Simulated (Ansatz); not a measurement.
**Pb: frozen-core PAW against all-electron methods**

```
Pb
1.0
     0.00000    3.43900    3.43900
     3.43900    0.00000    3.43900
     3.43900    3.43900    0.00000
Pb
2
Direct
  0.00000 0.00000 0.00000
  0.25000 0.25000 0.25000
```

Atoms are numbered in the order listed.

The conventional cell has a = 6.878 Å, b = 6.878 Å, c = 6.878 Å, α = 90.00°, β = 90.00°, γ = 90.00°. Around Pb (atom 1) lie 4 Pb at 2.98 Å.

Structure from Materials Project entry mp-1247117 (possibly hypothetical), not relaxed further.

No spin–orbit coupling, which matters for the heavy atoms here.

Methods: DFT, PBE, PAW with Ansatz's default frozen-core files, scalar-relativistic (Ansatz 0.2.0); DFT, PBE, all-electron PAW with datasets made for the crystal, scalar-relativistic (Ansatz 0.2.0); DFT, PBE, all-electron LAPW, scalar-relativistic (Ansatz 0.2.0).

For PAW: a Γ-centred 8×8×8 k mesh, Fermi–Dirac smearing of 0.05 eV, cutoff 420 eV, no spin polarisation. The crystal-made all-electron datasets (AE datasets) take a cutoff of 240 eV at this cell. LAPW targets a basis error of 0.25 meV/atom. The Ansatz runs share mesh, smearing and spin set-up. Plane-wave (PAW) pressures include the program's estimate of the Pulay term.

Stress and pressure are positive in compression.

Levels count from the Fermi level.

| quantity | PAW | AE datasets | LAPW |
| --- | --- | --- | --- |
| pressure (GPa) | 2.36 | 2.37 | 2.37 |
| highest filled level at L (eV) | -0.803 | -0.803 | -0.803 |
| lowest empty level at L (eV) | 3.476 | 3.476 | 3.476 |
| highest filled level at Γ (eV) | -3.955 | -3.956 | -3.956 |
| lowest empty level at Γ (eV) | 0.345 | 0.345 | 0.345 |
| highest filled level at X (eV) | -2.026 | -2.026 | -2.026 |
| lowest empty level at X (eV) | 0.813 | 0.813 | 0.813 |

PAW's pressure differs from the LAPW value by about 0.01 GPa or less.
